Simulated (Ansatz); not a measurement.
# Bi2Te3: the cost of one run

Method: DFT PBE, scalar-relativistic, plane waves, PAW, in Ansatz 0.2.0.

**1. The system as given**

It takes space group Pm-3m (No. 221, cubic). Conventional cell: a = 5.857 Å, b = 5.857 Å, c = 5.857 Å, α = 90.00°, β = 90.00°, γ = 90.00°. Bi (site symmetry m-3m) is surrounded by 12 Te at 4.14 Å. Around Bi (site symmetry m-3m) lie 6 Te at 2.93 Å. Te (site symmetry 4/mmm) has 6 Bi at 2.93 to 4.14 Å as nearest neighbours.

Coordinates:

```cif
data_structure
_symmetry_space_group_name_H-M 'P 1'
_symmetry_Int_Tables_number 1
_cell_length_a 5.8572
_cell_length_b 5.8572
_cell_length_c 5.8572
_cell_angle_alpha 90.000
_cell_angle_beta 90.000
_cell_angle_gamma 90.000
_cell_volume 200.94
loop_
_atom_site_label
_atom_site_type_symbol
_atom_site_fract_x
_atom_site_fract_y
_atom_site_fract_z
_atom_site_occupancy
Bi1 Bi 0.00000 0.00000 0.00000 1
Bi2 Bi 0.50000 0.50000 0.50000 1
Te1 Te 0.00000 0.50000 0.50000 1
Te2 Te 0.50000 0.00000 0.50000 1
Te3 Te 0.50000 0.50000 0.00000 1
```

It is the end of an earlier relaxation with the same method, from a generated guess; it is a trial structure. At a tolerance of 0.05 Å it has space group Pm-3m (No. 221); it has 40.19 Å³/atom, an uncorrected energy of +0.59 eV/atom over the elements.

**2. Static run: bands, density of states and charges**

The input, input.yaml:

```yaml
crystal:
  lattice:
    - [5.8572236732, 0.0, 0.0]
    - [0.0, 5.8572236732, 0.0]
    - [0.0, 0.0, 5.8572236732]
  atoms:
    - { symbol: Bi, position: [0.0, 0.0, 0.0] }
    - { symbol: Bi, position: [0.5, 0.5, 0.5] }
    - { symbol: Te, position: [0.0, 0.5, 0.5] }
    - { symbol: Te, position: [0.5, 0.0, 0.5] }
    - { symbol: Te, position: [0.5, 0.5, 0.0] }
basis:
  ecutwfc: 420
kpoints:
  mp_grid: { grid: [6, 6, 6] }
  band_path:
    path:
      - [[0.0, 0.0, 0.0], [0.0, 0.5, 0.0], [0.5, 0.5, 0.0], [0.0, 0.0, 0.0], [0.5, 0.5, 0.5], [0.0, 0.5, 0.0]]
      - [[0.5, 0.5, 0.5], [0.5, 0.5, 0.0]]
    npoints: 14
hamiltonian:
  xc: pbe
scf:
  occupations: { method: gaussian, width: 0.1 }
  n_extra_bands: 12
output:
  forces: true
  stress: true
  eigenvalues: true
  populations: true
  dos: { projected: true, de: 0.02, nscf_kmesh: { grid: [8, 8, 8] } }
  bader: true
```

Command:

```bash
$ ansatz run input.yaml --threads 1 --pin off --max-ram 2048MiB --backend cpu --events-out ev --progress --plain --runs-dir out
```

Q: Estimate wall time and peak memory on 1 thread of Intel Xeon 6975P-C (Granite Rapids), shared host.

About 55 s, with a peak of 0.74 GiB.
